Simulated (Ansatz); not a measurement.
## The graphene bilayer (AB) under a gate

How does the graphene bilayer (AB) take up charge from its gate?

Main program and level: Ansatz 0.2.0; plane-wave DFT, PBE-D3(BJ), Ansatz PAW.

## Step 1: The structure

The cell holds 4 atoms: 4 C. Its edges and angles: a = 2.467 Å, b = 2.467 Å, c = 37.750 Å, α = 90.0°, β = 90.0°, γ = 120.0°. Regions: layer 1: graphene, 2 atoms (2 C); layer 2: graphene, 2 atoms (2 C). Vacuum lies along c.

As a file:

```cif
data_structure
_symmetry_space_group_name_H-M 'P 1'
_symmetry_Int_Tables_number 1
_cell_length_a 2.4670
_cell_length_b 2.4670
_cell_length_c 37.7500
_cell_angle_alpha 90.000
_cell_angle_beta 90.000
_cell_angle_gamma 120.000
_cell_volume 198.97
loop_
_atom_site_label
_atom_site_type_symbol
_atom_site_fract_x
_atom_site_fract_y
_atom_site_fract_z
_atom_site_occupancy
C1 C 0.66667 0.33333 0.45563 1
C2 C 0.33333 0.66667 0.45563 1
C3 C 0.00000 0.00000 0.54437 1
C4 C 0.66667 0.33333 0.54437 1
```

## Step 2: Relaxing the slab

The starting cell is a guess, so the in-plane lattice and the atoms are relaxed first, with the slab cut off from its images along the normal.

Input file input.yaml:

```yaml
crystal:
  lattice:
    - [2.467, 0.0, 0.0]
    - [-1.2335, 2.1364846711, 0.0]
    - [0.0, 0.0, 37.750000002]
  atoms:
    - { symbol: C, position: [0.6666666667, 0.3333333333, 0.455629139] }
    - { symbol: C, position: [0.3333333333, 0.6666666667, 0.455629139] }
    - { symbol: C, position: [0.0, 0.0, 0.544370861] }
    - { symbol: C, position: [0.6666666667, 0.3333333333, 0.544370861] }
  periodic: [true, true, false]
kpoints:
  mp_grid: { grid: [18, 18, 1] }
hamiltonian:
  xc: pbe
  dispersion: d3bj
scf:
  occupations: { method: fermi_dirac, width: 0.05 }
  convergence: { dr2_threshold: 1.0e-09 }
relax:
  f_tol: 0.004
  max_steps: 90
  cell: {}
output:
  write_potential: true
  write_density: true
  volumetric_format: npy
```

The run is started by

```console
$ ansatz run input.yaml --threads 4 --pin off --max-ram 6144MiB --backend cpu --events-out ev --progress --plain --runs-dir out
```

Numbers of over 12 decimals in the logs are rounded to 6 here.

What it wrote:

```text
Warning: relax.cell: scf.convergence.dr2_threshold = 1e-9 eV is looser than the 2.24438552741e-10 eV advised for a relaxation that steers and ends on the stress (1e-10 eV for each atom of the cell: 4, times the square of relax.cell.stress_2d_tol = 0.05 N/m over 13.4 Å (the atoms' height at the walk's start and 5 Å past either face), 3.745e-2 GPa, over a crystal's default 0.05). What an SCF threshold leaves in a stress goes as its square root, and in the free energy as the threshold itself, and one threshold admits the most on a small cell: [figures from the program's tests cut] Set scf.convergence.dr2_threshold to 2.24438552741e-10 eV or tighter. [rest of the remark cut]
Engine: ansatz 0.2.0, x86_64-unknown-linux-gnu
Pseudopotentials: kind: paw
Pseudopotential: C, paw, valence charge 4, recommended cutoff 420 eV (normal), C.paw.azcp
Functional definition: PBE
  parameter kappa = 0.804
  parameter beta = 0.066725
  exchange = pbe_x(kappa = kappa, mu = beta*pi^2/3)
  correlation = pbe_c(beta = beta)
Crystal: 4 atoms, lattice volume = 198.969 Å³
Basis set: ecut = 420 eV, 3769 PW (Γ), exchange–correlation on 36×36×512 points (8 copies of the dense FFT grid, shifted against one another)
Bands: 12, of which v1, the nominal top of the filled ones, is band 8 counted from 1 (7 counted from 0)
Symmetry: 12 space group operations
Space group: P-3m1 (ITA 164), of the structure as read, at distance tolerance 5.8e-5 Å
k-points: 37 of 324
Non-local potential: C, projectors of the file, l = 0: 2, l = 1: 2, l = 2: 1
PAW form: soft (Blöchl's): semilocal exchange-correlation on the pseudo side does not see the compensation charge
PAW one-centre angular grid: C, 110 points (default); XC on 64 Gauss nodes
Initial density: superposition of atomic densities (neutral atoms: chi_scale 0, normalization atom), corrected by the library's trained network
Initial wavefunctions: pseudopotential atomic-orbital guess
Functional: x = pbe(κ = 0.804, μ = 0.219515), c = pbe(β = 0.066725)
SCF iter   1: F=—  HF=-1004.220839 eV  |F-HF|=—  |Δ(HF+E_count)|=         —  Δρ=1.46e-3  dr2=5.51e-3  ethr=1.77e-3  ⟨swp⟩=11.1  Hψ=4241  notcnv=0
preconditioner: auto → LDOS  [metal: Δε(μ)=0.354 eV  Ē_g=14.887 eV  σ=0.050 eV  W_gap=0.50  n_scr=20 (ndim 8)  ℏωp=10.5 eV  f_vac=0.799  D(μ)=0.12/eV (n_scr^D=4)  β→1.0]
SCF iter   2: F=—  HF=-1004.222149 eV  |F-HF|=—  |Δ(HF+E_count)|=   1.31e-3  Δρ=7.59e-4  dr2=4.59e-3  ethr=3.45e-5  ⟨swp⟩=4.7  Hψ=1619  notcnv=0
SCF iter   3: F=—  HF=-1004.220835 eV  |F-HF|=—  |Δ(HF+E_count)|=   1.31e-3  Δρ=2.56e-4  dr2=4.55e-4  ethr=2.87e-5  ⟨swp⟩=3.6  Hψ=962  notcnv=0
SCF iter   4: F=—  HF=-1004.220762 eV  |F-HF|=—  |Δ(HF+E_count)|=   7.31e-5  Δρ=6.18e-5  dr2=7.04e-6  ethr=2.85e-6  ⟨swp⟩=3.3  Hψ=903  notcnv=0
SCF iter   5: F=—  HF=-1004.220757 eV  |F-HF|=—  |Δ(HF+E_count)|=   4.45e-6  Δρ=8.78e-6  dr2=1.83e-7  ethr=4.40e-8  ⟨swp⟩=3.3  Hψ=1059  notcnv=0
SCF iter   6: F=—  HF=-1004.220780 eV  |F-HF|=—  |Δ(HF+E_count)|=   2.25e-5  Δρ=4.49e-6  dr2=3.73e-8  ethr=1.14e-9  ⟨swp⟩=2.9  Hψ=889  notcnv=0
SCF iter   7: F=-1004.220780 eV  HF=-1004.220780 eV  |F-HF|=9.38e-9  |Δ(HF+E_count)|=   2.44e-9  Δρ=9.49e-7  dr2=7.22e-10  ethr=6.25e-12  ⟨swp⟩=9.5  Hψ=3606  notcnv=0
SCF 1 converged in 7 iterations: F = -1004.220780 eV  dr2 = 7.22e-10
  greatest PAW one-centre occupation: 0.672 electrons in one spin orbital (limit 2), on the C atom at site 3 (counted from 0), in its partial waves of l = 0
relax step   1: F+E_penalty+E_count = -1004.22077983 eV  Δ(F+E_penalty+E_count) = +0.000e0 eV  max|allowed force component| = 1.745e-2 eV/Å  Δτ_max = 0.0000 Å  P = -0.603 N/m  Ω = 198.969 Å³  fix = [c, alpha, beta]  reactions: c -0.000 N/m  (7 SCF iters, accepted)
Crystal: 4 atoms, lattice volume = 198.783 Å³
Initial density: handed on by an earlier stage of this run
Initial wavefunctions: those handed on with the density
iter 1 solved again at ethr=1.81e-3 eV; its pass at ethr=3.10e-3 eV (dr2=2.89e-1 eV) is discarded
SCF iter   1: F=—  HF=-1004.304606 eV  |F-HF|=—  |Δ(HF+E_count)|=         —  Δρ=1.31e-2  dr2=2.88e-1  ethr=1.81e-3  ⟨swp⟩=1.8  Hψ=4120  notcnv=0
preconditioner: auto → LDOS  [metal: Δε(μ)=0.248 eV  Ē_g=14.806 eV  σ=0.050 eV  W_gap=0.49  n_scr=20 (ndim 8)  ℏωp=10.5 eV  f_vac=0.795  D(μ)=0.13/eV (n_scr^D=4)  β→1.0]
SCF iter   2: F=—  HF=-1004.382946 eV  |F-HF|=—  |Δ(HF+E_count)|=   7.83e-2  Δρ=8.40e-3  dr2=5.60e-1  ethr=1.80e-3  ⟨swp⟩=5.8  Hψ=1693  notcnv=0  defer=3
SCF iter   3: F=—  HF=-1004.219801 eV  |F-HF|=—  |Δ(HF+E_count)|=   1.63e-1  Δρ=9.60e-4  dr2=2.72e-3  ethr=1.80e-3  ⟨swp⟩=4.5  Hψ=1219  notcnv=0  defer=3
SCF iter   4: F=—  HF=-1004.219652 eV  |F-HF|=—  |Δ(HF+E_count)|=   1.50e-4  Δρ=2.19e-4  dr2=5.58e-5  ethr=1.70e-5  ⟨swp⟩=3.6  Hψ=1248  notcnv=0  defer=1
SCF iter   5: F=—  HF=-1004.219727 eV  |F-HF|=—  |Δ(HF+E_count)|=   7.55e-5  Δρ=1.13e-4  dr2=2.15e-5  ethr=3.49e-7  ⟨swp⟩=2.9  Hψ=916  notcnv=0
SCF iter   6: F=—  HF=-1004.219723 eV  |F-HF|=—  |Δ(HF+E_count)|=   4.23e-6  Δρ=2.32e-5  dr2=9.67e-7  ethr=1.34e-7  ⟨swp⟩=2.3  Hψ=803  notcnv=0
SCF iter   7: F=—  HF=-1004.219745 eV  |F-HF|=—  |Δ(HF+E_count)|=   2.21e-5  Δρ=2.62e-6  dr2=1.34e-8  ethr=6.04e-9  ⟨swp⟩=3.3  Hψ=893  notcnv=0
SCF iter   8: F=—  HF=-1004.219745 eV  |F-HF|=—  |Δ(HF+E_count)|=   3.35e-8  Δρ=8.33e-7  dr2=1.43e-9  ethr=6.25e-12  ⟨swp⟩=10.6  Hψ=3151  notcnv=0
SCF iter   9: F=-1004.219745 eV  HF=-1004.219745 eV  |F-HF|=7.96e-13  |Δ(HF+E_count)|=   4.76e-9  Δρ=9.12e-8  dr2=1.07e-11  ethr=6.25e-12  ⟨swp⟩=9.5  Hψ=2727  notcnv=0
SCF 2 converged in 9 iterations: F = -1004.219745 eV  dr2 = 1.07e-11
relax step   2: F+E_penalty+E_count = -1004.21974505 eV  Δ(F+E_penalty+E_count) = +1.035e-3 eV  max|allowed force component| = 1.954e-2 eV/Å  Δτ_max = 0.0835 Å  P = -0.145 N/m  Ω = 198.783 Å³  energy of the carried Pulay correction = +1.059e-4 eV  fix = [c, alpha, beta]  (9 SCF iters, rejected (line search))
Crystal: 4 atoms, lattice volume = 198.741 Å³
iter 1 solved again at ethr=6.98e-4 eV; its pass at ethr=3.10e-3 eV (dr2=1.12e-1 eV) is discarded
SCF iter   1: F=—  HF=-1004.254028 eV  |F-HF|=—  |Δ(HF+E_count)|=         —  Δρ=8.17e-3  dr2=1.11e-1  ethr=6.98e-4  ⟨swp⟩=1.9  Hψ=3851  notcnv=0
preconditioner: auto → LDOS  [metal: Δε(μ)=0.319 eV  Ē_g=14.853 eV  σ=0.050 eV  W_gap=0.50  n_scr=20 (ndim 8)  ℏωp=10.5 eV  f_vac=0.803  D(μ)=0.12/eV (n_scr^D=4)  β→1.0]
SCF iter   2: F=—  HF=-1004.283317 eV  |F-HF|=—  |Δ(HF+E_count)|=   2.93e-2  Δρ=5.21e-3  dr2=2.14e-1  ethr=6.94e-4  ⟨swp⟩=4.7  Hψ=1474  notcnv=0
SCF iter   3: F=—  HF=-1004.221489 eV  |F-HF|=—  |Δ(HF+E_count)|=   6.18e-2  Δρ=5.75e-4  dr2=8.58e-4  ethr=6.94e-4  ⟨swp⟩=4.2  Hψ=1120  notcnv=0
SCF iter   4: F=—  HF=-1004.221447 eV  |F-HF|=—  |Δ(HF+E_count)|=   4.21e-5  Δρ=1.24e-4  dr2=1.59e-5  ethr=5.36e-6  ⟨swp⟩=3.4  Hψ=1147  notcnv=0
SCF iter   5: F=—  HF=-1004.221408 eV  |F-HF|=—  |Δ(HF+E_count)|=   3.87e-5  Δρ=1.36e-5  dr2=5.77e-7  ethr=9.95e-8  ⟨swp⟩=3.2  Hψ=969  notcnv=0
SCF iter   6: F=—  HF=-1004.221428 eV  |F-HF|=—  |Δ(HF+E_count)|=   2.06e-5  Δρ=4.02e-6  dr2=4.98e-8  ethr=3.61e-9  ⟨swp⟩=3.0  Hψ=851  notcnv=0
SCF iter   7: F=—  HF=-1004.221428 eV  |F-HF|=—  |Δ(HF+E_count)|=   1.13e-8  Δρ=1.79e-6  dr2=7.04e-9  ethr=3.11e-10  ⟨swp⟩=2.8  Hψ=869  notcnv=0
SCF iter   8: F=-1004.221428 eV  HF=-1004.221428 eV  |F-HF|=2.51e-9  |Δ(HF+E_count)|=   3.27e-9  Δρ=3.28e-7  dr2=2.60e-10  ethr=6.25e-12  ⟨swp⟩=10.2  Hψ=3016  notcnv=0
SCF 3 converged in 8 iterations: F = -1004.221428 eV  dr2 = 2.60e-10
relax step   3: F+E_penalty+E_count = -1004.22142841 eV  Δ(F+E_penalty+E_count) = -6.486e-4 eV  max|allowed force component| = 3.260e-3 eV/Å  Δτ_max = 0.0322 Å  P = -0.081 N/m  Ω = 198.741 Å³  energy of the carried Pulay correction = +1.298e-4 eV  fix = [c, alpha, beta]  reactions: c -0.000 N/m  (8 SCF iters, accepted)
[...]
relax step   4: F+E_penalty+E_count = -1004.22147573 eV  Δ(F+E_penalty+E_count) = -4.731e-5 eV  max|allowed force component| = 5.136e-4 eV/Å  Δτ_max = 0.0058 Å  P = -0.005 N/m  Ω = 198.705 Å³  energy of the carried Pulay correction = +1.505e-4 eV  fix = [c, alpha, beta]  reactions: c -0.000 N/m  (7 SCF iters, accepted)
Initial wavefunctions: pseudopotential atomic-orbital guess (no wavefunctions were taken with the density)
iter 1 solved again at ethr=3.32e-7 eV; its pass at ethr=3.10e-3 eV (dr2=5.32e-5 eV) is discarded
SCF iter   1: F=—  HF=-1004.221334 eV  |F-HF|=—  |Δ(HF+E_count)|=         —  Δρ=4.00e-6  dr2=4.21e-9  ethr=3.32e-7  ⟨swp⟩=5.6  Hψ=6234  notcnv=0
eigensolver tolerance schedule: the retry pair's looser diagonalisation over-reported the residual by 12632.65 of it (diagonalisation noise at an unbounded share of the residual, at the tolerance the schedule requests for it); recorded, not acted on — ethr = c·dr2/N_el stays at c = 1.0e-1
preconditioner: auto → LDOS  [metal: Δε(μ)=0.319 eV  Ē_g=14.819 eV  σ=0.050 eV  W_gap=0.50  n_scr=20 (ndim 8)  ℏωp=10.5 eV  f_vac=0.802  D(μ)=0.12/eV (n_scr^D=4)  β→1.0]
SCF iter   2: F=—  HF=-1004.221298 eV  |F-HF|=—  |Δ(HF+E_count)|=   3.58e-5  Δρ=6.55e-7  dr2=3.98e-10  ethr=6.25e-12  ⟨swp⟩=15.7  Hψ=5078  notcnv=0
SCF iter   3: F=-1004.221298 eV  HF=-1004.221298 eV  |F-HF|=1.85e-10  |Δ(HF+E_count)|=   1.58e-9  Δρ=3.94e-7  dr2=3.46e-10  ethr=2.49e-12  ⟨swp⟩=7.1  Hψ=2873  notcnv=0
SCF 5 converged in 3 iterations: F = -1004.221298 eV  dr2 = 3.46e-10
relax step   5: F+E_penalty+E_count = -1004.22129779 eV  Δ(F+E_penalty+E_count) = +1.779e-4 eV  max|allowed force component| = 5.076e-4 eV/Å  Δτ_max = 0.0000 Å  P = -0.010 N/m  Ω = 198.705 Å³  fix = [c, alpha, beta]  reactions: c -0.000 N/m  stress off target by 1.04e-2 N/m on what of the cell is left free  SCF on the basis re-selected at this cell (its energy is not comparable with the rows above)  (3 SCF iters)
basis re-selected at this cell: Δ(F+E_penalty+E_count) = +1.779e-4 eV, ΔP = -0.005 N/m vs the last step (what re-selecting the basis moved, of the pressure what is left beyond the Pulay correction that the steps carried, after the strain that the cell walked since its last selection, with what the two solves' SCF thresholds leave and, on support functions, any second-order correction that the steps lacked; it is no m [...]
WARN: The output density's exchange-correlation potential varies sharply where the density is thin. Do not read a vacuum level from v_tot or v_xc, or from such a field of the output density. On a cell that repeats whose density bears no net charge and no dipole along the vacuum's axis use v_es (v_loc + v_h of the components); under efield.dipole_correction with no amplitude use v_es + v_field, which holds any externa [...]
SCF converged after 3 iterations
Free energy (F): -1004.221298 eV
Harris-Foulkes:  -1004.221298 eV  (|F-HF|=1.85e-10)
Internal energy: -1004.220424 eV  (E = F + TS)
E sigma→0 (E₀):  -1004.220861 eV
Entropy (-TS):   -0.000874 eV (-0.218 meV/atom)
Fermi energy:    -4.274900 eV
--- Per-component energies (eV) ---
  E_band       = -214.609967
  E_kinetic    = 363.521980
  E_local      = -33242.419800  (includes V_loc(G=0)·N_el)
  E_nonlocal   = 109.190494
  E_hartree    = 16409.978854
  E_xc         = -191.956581
  E_vxc        = -237.651356  (∫ρ·V_xc dr)
  E_paw        = -397.372364  (= ΣΔE_a)
  E_vpaw       = -27.209775  (= ΣTr[D̂ρ^β])
  E_aug_tail   = 0.000030  (compensation charges beyond the density's cutoff)
  E_ewald      = 15945.311101
  E_disp       = -0.474137  (pairwise vdW)
  E_smearing   = -0.000874  (= −TS)
  E_closure    = 0.000000  (closes the sum)
  Σ components = -1004.221298   (vs F -1004.221298, Δ=0.00e0)
--- Forces (eV/Å), atoms counted from 1 ---
  atom   1  C      0.00000000     0.00000000    -0.00009839
  atom   2  C      0.00000000    -0.00000000     0.00050760
  atom   3  C      0.00000000     0.00000000    -0.00050760
  atom   4  C      0.00000000    -0.00000000     0.00009839
  max |Σ_I F_I| component: 1.48e-16 eV/Å
--- 2D stress c σ (N/m, compression-positive) ---
       -0.010435      -0.000000      -0.000000
       -0.000000      -0.010435      -0.000000
       -0.000000      -0.000000      -0.000000
  P = ½ c Tr σ = -0.0104 N/m
--- Band table (eV; the first three rows and the last of 37) ---
  k-point 0: bands = [... 4 lower, -7.3087, -7.3087, -7.3011, -7.3011, -0.8509, -0.4943, 0.2073, 0.2652]
  k-point 1: bands = [... 4 lower, -7.6086, -7.5975, -7.4666, -7.4565, -0.7527, -0.3948, 0.3086, 0.3667]
  k-point 2: bands = [... 4 lower, -8.4311, -8.4125, -7.8849, -7.8709, -0.4583, -0.0963, 0.6127, 0.6710]
  k-point 36: bands = [... 4 lower, -14.8329, -14.8329, -4.5772, -4.2750, -4.2750, -3.9561, 6.3055, 6.3055]
  the weakly bound empty levels are not read free of the cell's end (no_gap_told)
--- Relaxed structure (4 steps of the walk, 3 accepted, 1 SCFs on fresh bases) ---
  F+E_penalty+E_count = -1004.22129779 eV   max|allowed force component| = 5.076e-4 eV/Å   (the final SCF, on the basis selected at the relaxed cell)
  cell:  # Å, volume = 198.7051 Å³
    - [2.465362, 0.0, 0]
    - [-1.232681, 2.135066, 0]
    - [0, 0, 37.750000002]
  atoms:
    - { symbol: C, position: [0.666667, 0.333333, 0.454944] }
    - { symbol: C, position: [0.333333, 0.666667, 0.454931] }
    - { symbol: C, position: [3.1040958740832726e-18, 1.387778780943004e-17, 0.545069] }
    - { symbol: C, position: [0.666667, 0.333333, 0.545056] }
```

Elapsed: 11 s, on 4 threads of Intel Xeon Platinum 8375C at 2.90GHz (Ice Lake), shared host; peak memory 0.58 GiB.

The steps of the relaxation:

```csv
step,energy less that of the first step (eV),largest force component (eV/Å),volume (Å³)
1,0.0000,0.0175,198.97
2,0.0010,0.0195,198.78
3,-0.0006,0.0033,198.74
4,-0.0007,0.0005,198.71
5*,-0.0005,0.0005,198.71
```

Relaxation steps marked * repeat the geometry before them on a plane-wave basis chosen anew for their cell, so energy and pressure can jump there. Relaxation step 2 was tried and not accepted.

The run keeps the 12 symmetry operations that it works with, so distortions that break them were not tested.

```csv
cell as run,before,after,change
a (Å),2.467,2.465,-0.1 %
b (Å),2.467,2.465,-0.1 %
```

The atoms that moved most (Å, along periodic axes as changes of fractional coordinates times the final cell, across vacuum about the mean position):

```csv
atom,dx,dy,dz,length
C3,0.000,0.000,0.026,0.026
C2,0.000,0.000,-0.026,0.026
C1,0.000,0.000,-0.026,0.026
C4,0.000,0.000,0.026,0.026
```

Numbers from this step:

| Quantity | Value |
| --- | --- |
| energy at zero smearing | -1004.2209 eV |

The lattice constant a goes from 2.467 to 2.465 Å.

(Part 1 of 3 ends here.)

[Logs are printed without paths, hosts, clocks, repeated set-up lines and the standing remarks that a program may print on its own settings, such as how far it seeks lower states.]

[Hosts, paths, dates, database ids (printed as entryN), source tags and the programs' standing remarks are cut or masked in the printed files.]

[Maps of the electrostatic potential energy from Ansatz leave out the sawtooth potential of an applied field or a dipole correction, so their vacuum need not be flat; planar profiles and work functions include it.]
